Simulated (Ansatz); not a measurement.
# ZnS (Wurtzite-2H): single point with PBE

**Measured values to compare with.**

A printed reference work, monograph reports, for a bulk crystal of ZnS at 4 K: band gap 3.911 eV (direct).

The system is ZnS (Wurtzite-2H).

```
Zn S
1.0
     3.81100    0.00000    0.00000
    -1.90550    3.30042    0.00000
     0.00000    0.00000    6.23400
Zn S
2 2
Cartesian
  1.9055 1.1001 3.1170
  0.0000 2.2003 0.0000
  1.9055 1.1001 5.5171
  0.0000 2.2003 2.4001
```

```
Program             : Ansatz 0.2.0
Task                : single point
Functional          : PBE
Potentials or basis : Ansatz PAW
Cutoff              : 420 eV (not typed: the program's choice for these potentials)
k mesh              : 8 × 8 × 5
Occupations         : gaussian, width 0.022 eV
Spin                : no spin polarisation
```

```yaml
Pressure: 2.3 GPa
Largest_force: 0.319 eV/Å
Band_gap_on_the_k_mesh: 2.25 eV, direct
```

Forces in eV/Å, atoms in the order of the input:
```
Zn   0.000  0.000  0.319
Zn   0.000  0.000  0.319
S    0.000  0.000 -0.319
S    0.000  0.000 -0.319
```

Stress tensor (GPa, compression positive):
```
3.01 0.00 0.00
0.00 3.01 0.00
0.00 0.00 0.98
```

Levels at points of the mesh, in eV from the valence-band top:
```csv
k point,band 15,band 16,band 17,band 18,band 19,band 20,band 21,band 22
"(0.00, 0.00, 0.00)",-0.86,-0.01,-0.01,0.00,2.25,2.99,6.28,6.28
"(0.00, -0.50, 0.00)",-3.16,-2.25,-1.56,-0.98,3.61,4.26,5.17,7.11
```

Run time: 6 s on 2 threads of Intel(R) Xeon(R) Processor @ 2.50GHz (Skylake/Cascade Lake), with other jobs on the host, peak memory 0.36 GiB.

Against the measured gap of ZnS, 3.911 eV (direct; 4 K; a printed reference work, monograph), the calculated 2.25 eV is off by -1.66 eV. The value is that of PBE, without temperature or zero-point motion. Semilocal functionals fall short of measured gaps as a rule.

Caveat: odd divisions of the mesh miss points on the zone boundary, where band edges often lie, so the gap on the mesh can be too wide.
